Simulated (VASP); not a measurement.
The system is PbSe.

```
CELL_PARAMETERS angstrom
0.00000 3.05226 3.05226
3.05226 0.00000 3.05226
3.05226 3.05226 0.00000
ATOMIC_POSITIONS crystal
Pb 0.00000 0.00000 0.00000
Se 0.50000 0.50000 0.50000
```

Base run:

- Program: VASP 6.6.1
- Functional: PBEsol
- Potentials or basis: VASP PAW PBE potentials, release 64 (Pb_d, Se)
- Cutoff: 520 eV
- k mesh: 10 × 10 × 10
- Occupations: gaussian, width 0.03 eV
- Spin: no spin polarisation

Its results: band gap on the k mesh 0.17 eV, direct; pressure -0.1 GPa.

Q: The run is repeated on the same cell with these changes: functional from PBEsol to LDA; potentials or basis from VASP PAW PBE potentials, release 64 (Pb_d, Se) to VASP PAW LDA potentials, release 64 (Pb_d, Se). What comes out?

A: Band gap on the k mesh 0.13 eV, direct; pressure -1.6 GPa.

Caveats: spin-orbit coupling is left out, which as a rule narrows the gap of such compounds by several tenths of an eV; the PAW data sets were made with another functional, which shifts forces and pressure a little (some runs).
